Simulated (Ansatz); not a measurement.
Input of an Ansatz 0.2.0 run:

File input.yaml:

```yaml
crystal:
  lattice:
    - [2.38025, 1.3742379782, 4.3318666667]
    - [-2.38025, 1.3742379782, 4.3318666667]
    - [0.0, -2.7484759565, 4.3318666667]
  atoms:
    - { symbol: Al, position: [0.85216, 0.85216, 0.85216] }
    - { symbol: Al, position: [0.64784, 0.64784, 0.64784] }
    - { symbol: Al, position: [0.14784, 0.14784, 0.14784] }
    - { symbol: Al, position: [0.35216, 0.35216, 0.35216] }
    - { symbol: O, position: [0.05668, 0.75, 0.44332] }
    - { symbol: O, position: [0.75, 0.44332, 0.05668] }
    - { symbol: O, position: [0.44332, 0.05668, 0.75] }
    - { symbol: O, position: [0.94332, 0.25, 0.55668] }
    - { symbol: O, position: [0.25, 0.55668, 0.94332] }
    - { symbol: O, position: [0.55668, 0.94332, 0.25] }
hamiltonian:
  xc: pbe
  pseudopotentials: { kind: paw, source: jth }
kpoints:
  mp_grid: { grid: [7, 7, 7] }
  band_path:
    path:
      - [[0.0, 0.0, 0.0], [0.5, 0.0, 0.0], [0.5, 0.2337604794, -0.2337604794]]
      - [[0.7662395206, 0.5, 0.2337604794], [0.5, 0.5, 0.5], [0.0, 0.0, 0.0], [0.3668802397, 0.0, -0.3668802397]]
      - [[0.6331197603, 0.3668802397, 0.0], [0.5, 0.5, 0.0], [0.6331197603, 0.6331197603, 0.2337604794], [0.5, 0.5, 0.5]]
      - [[0.5, 0.0, 0.0], [0.7662395206, 0.3668802397, 0.3668802397]]
    npoints: 10
scf:
  occupations: { method: fermi_dirac, width: 0.05 }
  n_extra_bands: 25
output:
  forces: true
  stress: true
  eigenvalues: true
  fatbands: false
  write_density: true
  write_potential: true
  elf: true
  volumetric_format: npy
```

Potentials or basis: JTH PAW.

Launch:

```sh
$ ansatz run input.yaml --threads 2 --pin off --max-ram 5120MiB --backend cpu --events-out ev --progress --plain --runs-dir out
```

(1) Predict the band gap along the path.

(2) What does it give for the pressure?

Results:

(1) 6.21 eV, direct.

(2) 7.5 GPa.

**The experiment to reproduce.**

From “Multi-petahertz electron interference in Cr:Al2O3 solid-state material”, 2018, pmc:5906618, for a bulk crystal of Al2O3: band gap 8.7 eV (optical).

A measured gap of Al2O3 is 8.7 eV (optical; quoted in “Multi-petahertz electron interference in Cr:Al2O3 solid-state material”, 2018, pmc:5906618); the calculated 6.21 eV misses it by -2.49 eV. The value is that of PBE, without temperature or zero-point motion. Semilocal functionals fall short of measured gaps as a rule.
